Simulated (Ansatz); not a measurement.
## Checking a converged run of Co

Co is taken as an experimental structure (space group Fm-3m, primitive cell doubled), 2 atoms in the cell. Source: COD entry 9012932; the sample's temperature and pressure aren't taken into account, and it need not be the stable phase.

All numbers below come from DFT, PBE, PAW, plane waves, scalar-relativistic in Ansatz development build ahead of 0.2.0.

```yaml
crystal:
  lattice:
    - [0.0, 1.7917, 1.7917]
    - [3.5834, 0.0, 3.5834]
    - [1.7917, 1.7917, 0.0]
  atoms:
    - { symbol: Co, position: [0.0, 0.0, 0.0], spin: 3.0 }
    - { symbol: Co, position: [0.0, 0.5, 0.0], spin: -3.0 }
magnetization:
  spin_polarized: true
hamiltonian:
  xc: pbe
  pseudopotentials: { kind: paw }
basis:
  ecutwfc: 420
kpoints:
  mp_grid: { grid: [12, 6, 12] }
scf:
  occupations: { method: fermi_dirac, width: 0.05 }
  lower_state_search: "off"
output:
  forces: true
  stress: true
```

Launched as:
```sh
ansatz run input.yaml --threads 2 --pin off --max-ram 5120MiB --backend cpu --events-out ev --progress --plain --runs-dir out
```

Wall time and machine: 4 s on 2 threads of Arm Neoverse V1, with other jobs on the host, peak memory 0.34 GiB.

The end of the output:

```
SCF converged after 13 iterations
an eigenvalue changed by more than its tolerance at an iteration that met the thresholds in force, so the SCF went on 1 time: the last check found none over its tolerance
Magnetization: 0.0000 μB (17.0000 up, 17.0000 down)
Absolute magnetization: 2.5446 μB (∫|ρ↑−ρ↓|, with the PAW one-centre terms)
Spin contamination: 0.9786 ħ² per cell (⟨S²⟩ above its minimum at these occupations)
Per-site moments (μB) at R_I (Å): [(1.2434, 1.0452), (-1.2434, 1.0452)]
Free energy (F): -10251.804718 eV
Harris-Foulkes:  -10251.804718 eV  (|F-HF|=5.28e-11)
Internal energy: -10251.768761 eV  (E = F + TS)
E sigma→0 (E₀):  -10251.786740 eV
Entropy (-TS):   -0.035957 eV (-17.978 meV/atom)
Fermi energy:    17.381037 eV
--- Forces (eV/Å), atoms counted from 1 ---
  atom   1  Co     0.00000000    -0.00000000     0.00000000
  atom   2  Co    -0.00000000    -0.00000000     0.00000000
--- Stress (GPa, compression-positive) ---
      -14.201703      -1.880286       1.880286
       -1.880286     -14.201703      -1.880286
        1.880286      -1.880286     -14.201703
  P = ⅓ Tr σ = -14.2017 GPa (-142.017 kbar)
```

Site moments are taken inside atomic spheres and don't add up to the total.

Problem. Would you trust this as the ground state? If a lower solution is known, describe it.

Solution. No. A state 222 meV/atom (0.443 eV per cell) lower exists in this cell: ferromagnetic, site moments Co1 1.79, Co2 1.79 μB, total 3.43 μB per cell, no gap on the k-mesh. It was reached from: parallel moments, default search for lower states [Co1 3.00, Co2 3.00 μB]; opposed moments +-, default search for lower states [Co1 3.00, Co2 -3.00 μB]. The wrong state matters: the pressure is -9.2 GPa there against -14.2 GPa here. This multiple of the primitive cell fits some opposed orders; other multiples fit others. Orders that need a larger cell or non-collinear spins weren't tried.
